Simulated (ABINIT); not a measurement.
## KCl (Sylvite) in ABINIT: the effect of functional

KCl (Sylvite):

```
K Cl
1.0
     0.00000    3.14647    3.14647
     3.14647    0.00000    3.14647
     3.14647    3.14647    0.00000
K Cl
1 1
Direct
  0.00000 0.00000 0.00000
  0.50000 0.50000 0.50000
```

Alike in all runs:

```yaml
Program: ABINIT 10.8.3 (patched build)
Task: single point
Potentials_or_basis: SPMS NC PBE v1.0
Cutoff: 490 eV
k_mesh: 6 × 6 × 6
Occupations: fixed
Spin: no spin polarisation
```

One run gave: gap on the mesh 5.02 eV; pressure -0.5 GPa. Which functional did it use?
A. PBE0
B. PBEsol
C. HSE06

B.

| functional | gap on the mesh (eV) | pressure (GPa) |
| --- | --- | --- |
| PBE0 | 7.23 | 0.3 |
| PBEsol | 5.02 | -0.5 |
| HSE06 | 6.46 | 0.3 |

Caveats: the potentials were made for another functional, which shifts forces and pressure; Libxc's HSE differs a little from that of other programs (some runs).

Runs at the PBE level aren't shown here.
